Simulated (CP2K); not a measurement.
# CdS (Hawleyite) in CP2K: the effect of functional

CdS (Hawleyite):

```
Cd S
1.0
     4.12455    0.00000    0.00000
     2.06228    3.57197    0.00000
     2.06228    1.19066    3.36768
Cd S
1 1
Direct
  0.00000 0.00000 0.00000
  0.75000 0.75000 0.75000
```

Alike in all runs:

```yaml
Program: CP2K 2026.2
Task: band structure
Potentials_or_basis: POTENTIAL_UZH Cd GTH-PBE-q12, S GTH-PBE-q6; TZVP-MOLOPT-PBE-GTH basis
Density_cutoff: 9184 eV
k_mesh: 8 × 8 × 8
Occupations: fermi-dirac, width 0.05 eV
Spin: no spin polarisation
```

```csv
functional,gap on the mesh (eV),pressure (GPa)
LDA,0.85,-0.9
PBEsol,?,?
BEEF-vdW,1.27,4.9
BLYP,1.17,6.9
HLE16,2.34,-3.1
r2SCAN,1.27,0.4
```

What does the run with functional PBEsol give?

gap on the mesh 0.98 eV; pressure 0.6 GPa.

Caveats: the potentials were made for another functional, which shifts forces and pressure; the basis of atomic orbitals isn't converged, which shifts pressures, moduli and gaps; the potentials were made for a functional far from this one (some runs).

Runs at the PBE level aren't shown here.
